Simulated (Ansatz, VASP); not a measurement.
Given: the input of a run of VASP 6.6.1 on C. 

INCAR

```
PREC = Accurate
ENCUT = 520
EDIFF = 1E-7
ISMEAR = 0
SIGMA = 0.017
LREAL = False
LASPH = True
NELM = 100
ALGO = Normal
ISIF = 2
LWAVE = False
LCHARG = False
GGA = PE
```

File KPOINTS:

```
regular mesh
0
Gamma
  13 13 13
```

Contents of POSCAR:

```
C
1.0
    0.0000000000      1.7833700000      1.7833700000
    1.7833700000      0.0000000000      1.7833700000
    1.7833700000      1.7833700000      0.0000000000
C
2
Direct
    0.7500000000      0.7500000000      0.7500000000
    0.5000000000      0.5000000000      0.5000000000
```

Potentials or basis: VASP PAW PBE potentials, release 64 (C).

Command:

```console
$ cat potpaw_PBE.64/C/POTCAR > POTCAR
$ mpirun -np 1 vasp_std > vasp.out
```

Q: Set up the same calculation for Ansatz 0.2.0. Potentials or basis there: Ansatz PAW, cutoff 420 eV.

A: As run (cutoffs and basis follow the program's own potentials, and thresholds, step limits or extra output files can differ):

input.yaml

```yaml
crystal:
  lattice:
    - [0.0, 1.78337, 1.78337]
    - [1.78337, 0.0, 1.78337]
    - [1.78337, 1.78337, 0.0]
  atoms:
    - { symbol: C, position: [0.75, 0.75, 0.75] }
    - { symbol: C, position: [0.5, 0.5, 0.5] }
hamiltonian:
  xc: pbe
  pseudopotentials: { kind: paw }
kpoints:
  mp_grid: { grid: [13, 13, 13] }
scf:
  occupations: { method: gaussian, width: 0.017 }
output:
  forces: true
  stress: true
  eigenvalues: true
```

Potentials or basis: Ansatz PAW.

Command:

```console
$ ansatz run input.yaml --threads 2 --pin off --max-ram 5632MiB --backend cpu --events-out ev --progress --plain --runs-dir out
```

Both were run:

|  | VASP | Ansatz |
| --- | --- | --- |
| Pressure | 2.5 GPa | 1.8 GPa |

Ansatz's pressure holds a Pulay term of +1.04 GPa for its cutoff of 420 eV, which the other run lacks.

Where Ansatz's input types no cutoff or centring, it takes its own default and a Γ-centred mesh.

Pressure is positive in compression.
